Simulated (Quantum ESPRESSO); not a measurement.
Here is a Quantum ESPRESSO 7.5 calculation.

The input pw.in:

```
&CONTROL
  calculation = 'scf'
  prefix = 'pwscf'
  outdir = './tmp'
  pseudo_dir = './pseudo'
  tprnfor = .true.
  tstress = .true.
  disk_io = 'nowf'
/
&SYSTEM
  ibrav = 0
  nat = 3
  ntyp = 2
  ecutwfc = 45
  ecutrho = 360
  nbnd = 23
  occupations = 'smearing'
  smearing = 'gaussian'
  degauss = 0.00367493
  nspin = 2
  starting_magnetization(1) = 0.1429
  starting_magnetization(2) = 0
/
&ELECTRONS
  conv_thr = 1.2d-07
  electron_maxstep = 100
  mixing_beta = 0.7
  mixing_ndim = 20
/
ATOMIC_SPECIES
Mo    95.9500 mo_pbe_v1.uspp.F.UPF
S     32.0600 s_pbe_v1.4.uspp.F.UPF
CELL_PARAMETERS angstrom
   1.5814998900    0.9130793900    6.1233282100
  -1.5814998900    0.9130793900    6.1233282100
   0.0000000000   -1.8261587800    6.1233282100
ATOMIC_POSITIONS crystal
Mo     0.0000000000    0.0000000000    0.0000000000
S      0.7484000000    0.7484000000    0.7484000000
S      0.5849000000    0.5849000000    0.5849000000
K_POINTS automatic
7 7 7 0 0 0
HUBBARD {ortho-atomic}
U Mo-4d 1.0
```

Potentials or basis: GBRV 1.5 PBE.

Launch:

```sh
$ OMP_NUM_THREADS=1 mpirun -n 2 pw.x -nk 2 -in pw.in > pw.out
```

Question: What does it give for the largest force?

Answer: 1.273 eV/Å.

Question: Estimate the band gap on the k mesh.

Answer: 0.94 eV, indirect (least direct gap 2.04 eV).

Question: What does it give for the net moment?

Answer: 0.00 μB per cell.

Forces in eV/Å, atoms in the order of the input:
```
Mo   0.000  0.000 -0.003
S    0.000  0.000  1.273
S    0.000  0.000 -1.271
```

Caveat: an odd mesh through Γ misses points on the zone boundary, where band edges often lie; forces of over 1 eV/Å show positions far from the minimum, so gaps and moduli don't describe the material at rest. The state reached can hang on the start; a lower one may exist.
